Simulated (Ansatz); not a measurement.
# BP: short molecular dynamics of a 16-atom cell, part 2 of 2

How do the atoms of BP (F-43m) move when started on their sites? Runs: r2SCAN, 30 steps of 2 fs at constant energy, with velocities drawn for 1000 K; r2SCAN, 30 steps of 1.5 fs at constant energy, with velocities drawn for 800 K. The cell is a 2×2×2 supercell of the structure relaxed with r2SCAN.

Ansatz 0.2.0, plane waves.

**8. Snapshots as a file**

Positions (Å) and forces (eV/Å):

```xyz
16
Lattice="0.000 4.537 4.537 4.537 0.000 4.537 4.537 4.537 0.000" Properties=species:S:1:pos:R:3:forces:R:3 pbc="T T T" time_fs=7.5 T=336 dE=0.9096
B    -0.021    0.007    0.073    1.268    0.380   -1.989
P     1.140    1.128    1.149    0.683    0.494   -1.484
B     2.329    2.252   -0.099   -0.703    0.812    2.059
P     3.473    3.453    1.130   -2.911   -0.921    0.093
B     2.205    0.028    2.250    0.937   -1.155    0.852
P     3.365    1.110    3.415    0.343   -0.181   -0.340
B     4.394    2.301    2.267    2.697   -0.906    0.611
P     5.659    3.401    3.448   -0.645   -0.209   -1.430
B     0.075    2.213    2.268   -1.101    1.485    0.004
P     1.147    3.389    3.383    0.294   -0.094    1.117
B     2.263    4.542    2.287   -0.024    0.182   -0.795
P     3.434    5.679    3.389   -0.413   -0.452   -0.881
B     2.295    2.186    4.537   -0.744    1.699    0.389
P     3.418    3.426    5.685   -0.733   -1.185    0.061
B     4.468    4.540    4.517    1.230   -0.221    0.585
P     5.632    5.661    5.636   -0.180    0.272    1.146
16
Lattice="0.000 4.537 4.537 4.537 0.000 4.537 4.537 4.537 0.000" Properties=species:S:1:pos:R:3:forces:R:3 pbc="T T T" time_fs=15.0 T=278 dE=1.0212
B     0.014    0.029    0.055    0.843   -0.023   -1.828
P     1.158    1.130    1.141    0.938    0.695   -1.346
B     2.359    2.272   -0.104   -0.653    0.593    2.010
P     3.496    3.487    1.128   -2.901   -1.346    0.165
B     2.185    0.003    2.270    0.874   -0.945    0.568
P     3.334    1.084    3.422    0.741    0.267   -0.263
B     4.374    2.294    2.292    2.450   -0.716    0.228
P     5.637    3.396    3.471   -0.362   -0.554   -1.588
B     0.100    2.225    2.266   -1.174    1.207   -0.208
P     1.164    3.375    3.382    0.452    0.405    1.100
B     2.256    4.555    2.269    0.058    0.101   -0.728
P     3.458    5.680    3.363   -0.969   -0.254   -0.500
B     2.288    2.182    4.555   -0.704    1.575    0.287
P     3.422    3.430    5.700   -0.976   -1.433    0.062
B     4.455    4.533    4.523    1.049   -0.104    0.348
P     5.591    5.655    5.621    0.333    0.531    1.693
16
Lattice="0.000 4.537 4.537 4.537 0.000 4.537 4.537 4.537 0.000" Properties=species:S:1:pos:R:3:forces:R:3 pbc="T T T" time_fs=22.5 T=549 dE=0.4897
B     0.087    0.049   -0.046   -0.663   -0.583    0.267
P     1.191    1.144    1.111    0.423    0.415   -0.011
B     2.357    2.318   -0.015   -0.202   -0.401    0.182
P     3.472    3.499    1.128   -0.550   -1.099   -0.046
B     2.205   -0.064    2.315    0.100    0.379   -0.496
P     3.316    1.063    3.425    1.040    1.071    0.098
B     4.467    2.253    2.327   -0.047    0.062   -0.574
P     5.610    3.382    3.467    0.661   -0.735   -0.601
B     0.070    2.292    2.254   -0.184   -0.434   -0.293
P     1.188    3.369    3.398    0.137    1.088   -0.117
B     2.253    4.573    2.219    0.173   -0.112    0.173
P     3.466    5.678    3.329   -1.251    0.342    0.720
B     2.249    2.249    4.585    0.080   -0.163   -0.146
P     3.409    3.411    5.715   -0.682   -0.645   -0.206
B     4.490    4.522    4.544   -0.291    0.130   -0.364
P     5.556    5.659    5.635    1.258    0.686    1.414
16
Lattice="0.000 4.537 4.537 4.537 0.000 4.537 4.537 4.537 0.000" Properties=species:S:1:pos:R:3:forces:R:3 pbc="T T T" time_fs=30.0 T=216 dE=1.1423
B     0.130    0.045   -0.136   -1.370   -0.035    1.996
P     1.230    1.163    1.080   -0.834   -0.521    1.042
B     2.344    2.346    0.082   -0.057   -0.875   -1.915
P     3.438    3.492    1.128    1.425   -0.558   -0.052
B     2.232   -0.114    2.338   -0.409    1.287   -0.812
P     3.315    1.059    3.429    1.088    1.192    0.052
B     4.559    2.214    2.337   -2.352    0.617   -0.403
P     5.595    3.356    3.454    1.461   -0.118    0.495
B     0.031    2.339    2.231    0.973   -1.606    0.324
P     1.215    3.380    3.411   -0.518    0.974   -1.589
B     2.257    4.586    2.176    0.188   -0.181    1.046
P     3.453    5.681    3.306   -0.798    0.581    1.391
B     2.212    2.310    4.610    0.644   -1.599   -0.268
P     3.385    3.381    5.727   -0.151    0.581   -0.741
B     4.512    4.516    4.549   -1.079    0.205   -0.540
P     5.543    5.674    5.671    1.789    0.055   -0.027
16
Lattice="0.000 4.537 4.537 4.537 0.000 4.537 4.537 4.537 0.000" Properties=species:S:1:pos:R:3:forces:R:3 pbc="T T T" time_fs=37.5 T=270 dE=1.0352
B     0.110    0.036   -0.133   -0.847    0.036    1.961
P     1.255    1.174    1.067   -1.763   -1.305    1.545
B     2.329    2.334    0.089    0.307   -0.446   -2.365
P     3.427    3.475    1.127    1.629   -0.244   -0.063
B     2.240   -0.103    2.324   -0.465    1.103   -0.400
P     3.333    1.076    3.434    0.499    0.693   -0.059
B     4.544    2.205    2.327   -2.107    0.955   -0.050
P     5.603    3.328    3.447    1.002    0.859    0.522
B     0.036    2.313    2.222    0.917   -0.955    0.376
P     1.233    3.408    3.400   -1.018    0.183   -1.247
B     2.271    4.590    2.183    0.037   -0.184    0.944
P     3.426    5.693    3.307   -0.013    0.349    1.452
B     2.205    2.298    4.620    0.527   -1.243   -0.593
P     3.358    3.360    5.726    0.679    0.936   -0.773
B     4.487    4.520    4.530   -0.508    0.089   -0.014
P     5.559    5.689    5.707    1.126   -0.826   -1.236
16
Lattice="0.000 4.537 4.537 4.537 0.000 4.537 4.537 4.537 0.000" Properties=species:S:1:pos:R:3:forces:R:3 pbc="T T T" time_fs=45.0 T=536 dE=0.5149
B     0.050    0.029   -0.039    0.432   -0.173    0.226
P     1.251    1.164    1.078   -1.446   -0.923    0.837
B     2.327    2.300   -0.011    0.213    0.053   -0.231
P     3.441    3.454    1.124    0.011   -0.133   -0.153
B     2.227   -0.042    2.291    0.079   -0.100    0.251
P     3.359    1.104    3.438   -0.382   -0.214    0.047
B     4.434    2.240    2.313    0.770    0.406   -0.162
P     5.627    3.315    3.448   -0.453    1.763   -0.467
B     0.083    2.244    2.230   -0.229    0.771    0.090
P     1.233    3.438    3.369   -1.365   -0.867    0.488
B     2.286    4.585    2.232   -0.108   -0.072   -0.144
P     3.399    5.711    3.333    0.992   -0.293    0.692
B     2.224    2.229    4.602    0.116    0.408   -0.623
P     3.343    3.354    5.712    1.121    0.504   -0.433
B     4.438    4.528    4.512    0.667   -0.246    0.692
P     5.594    5.692    5.724   -0.419   -0.883   -1.109
```

**9. Outcome**

The summary covers parts 1 to 2.

| quantity | value |
| --- | --- |
| run 1: length | 30 steps of 2 fs |
| run 1: temperature, first and last step | 1000 and 542 K |
| run 1: temperature, second half | mean 467 K, from 168 to 735 K |
| run 1: potential energy, second half | +65 meV/atom from this run's first step |
| run 1: largest change of the total energy | 1.23 meV/atom |
| run 1: mean square displacement, second half | B 0.015, P 0.012 Å² |
| run 2: length | 30 steps of 1.5 fs |
| run 2: temperature, first and last step | 800 and 536 K |
| run 2: temperature, second half | mean 355 K, from 141 to 549 K |
| run 2: potential energy, second half | +54 meV/atom from this run's first step |
| run 2: largest change of the total energy | 0.78 meV/atom |
| run 2: mean square displacement, second half | B 0.011, P 0.010 Å² |

Run 1: The temperature starts at 1000 K and averages 467 K in the second half, where it ranges from 168 to 735 K. About half is expected from a start at a minimum: kinetic energy passes into potential energy until both shares match. The total energy strays from its start by at most 1.23 meV/atom, 2.0 % of the mean kinetic energy, fair for a step of 2 fs. The farthest move is 0.27 Å, against a mean nearest distance of 2.0 Å at the start: no atom has changed site so far. Run 2: The temperature starts at 800 K and averages 355 K in the second half, where it ranges from 141 to 549 K; a mean near half the start is what vibrations about a minimum give, since they share energy equally between motion and strain. The total energy strays from its start by at most 0.78 meV/atom, 1.6 % of the mean kinetic energy, so a step of 1.5 fs is short enough over this time. No atom gets farther than 0.20 Å from its start, with the drift of the whole removed, against a typical distance of 2.0 Å between sites at the start. A run of 60 fs with 16 atoms shows the motion but fixes no equilibrium value.
